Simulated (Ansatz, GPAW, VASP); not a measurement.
# WC: programs and potentials compared

```xyz
2
Lattice="2.9065 0.0000 0.0000 -1.4532 2.5171 0.0000 0.0000 0.0000 2.8366" Properties=species:S:1:pos:R:3 pbc="T T T"
W     0.0000    0.0000    0.0000
C     1.4533    0.8390    1.4183
```

Alike in all runs: task band structure; functional BLYP; k mesh 10 × 10 × 9; occupations fermi-dirac, width 0.05 eV; no spin polarisation; no spin-orbit coupling. Pressure is positive in compression and, in plane waves, holds the error of the finite cutoff.

| program and potentials | plane-wave cutoff (eV) | notes | band gap (eV) | pressure (GPa) |
| --- | --- | --- | --- | --- |
| Ansatz, all-electron LAPW, scalar-relativistic | - | - | ? | ? |
| GPAW, PAW data sets generated for this functional | 800 | - | no gap | 16.03 |
| VASP, PBE PAW files C, W_sv, 520 eV | 520 | potentials made for PBE | no gap | 21.20 |

Estimate from the other rows what the run with Ansatz, all-electron LAPW, scalar-relativistic gave.

No band gap; pressure 18.61 GPa. The other rows, which needn't bracket it: pressure 16.03 to 21.20.
